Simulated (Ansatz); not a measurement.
InN (zinc blende)

```
CELL_PARAMETERS angstrom
      0.00000     4.99920     4.99920
      2.49960     2.49960     4.99920
      2.49960     2.49960     0.00000
ATOMIC_POSITIONS crystal
  N  0.00000 0.75000 0.75000
  N  0.50000 0.75000 0.75000
  In 0.00000 0.00000 0.00000
  In 0.50000 0.00000 0.00000
```

The atoms are displaced by Q × the pattern below (from a DFPT mode at X = (0.5, 0.5, 0.0), largest move 1; Q in Å), at fixed cell. (q is in reciprocal vectors of the primitive cell; the cell shown is doubled to hold the pattern.)

| atom | x | y | z |
|---|---|---|---|
| In3 | 0.000 | 0.000 | 1.000 |
| In4 | 0.000 | 0.000 | -1.000 |

Atoms not listed stay in place.

These are r2SCAN (plane waves to 500 eV, PAW, scalar-relativistic; Ansatz, a program for electronic structure) values and carry that method's errors. k mesh 11×11×11 (Γ-centred), Fermi-Dirac smearing 0.05 eV. The energy includes the smearing's −TS. With partly filled bands, energies and forces of such displacements shift with the k mesh and the smearing. At this level the bands of InN touch or barely overlap; measurements give the solid a gap. InN was relaxed with its symmetry unable to fall. ΔE is measured from the undisplaced structure.

| Q (Å) | ΔE (eV/cell) |
|---|---|
| -0.180 | 0.727 |
| -0.120 | 0.326 |
| -0.060 | 0.082 |
| 0.000 | 0.000 |
| 0.060 | 0.082 |
| 0.120 | 0.326 |
| 0.180 | 0.727 |

**Question.** Which DFPT wavenumber at X = (0.5, 0.5, 0.0) belongs to this mode?
A) 232 cm⁻¹
B) 518 cm⁻¹
C) 119 cm⁻¹
D) 576 cm⁻¹

**Answer.** A, 232 cm⁻¹. The curvature of the scan gives 232 cm⁻¹

(A displaced cell: forces are minus the slopes of the energy, force constants its curvatures, and phonons follow from these.)
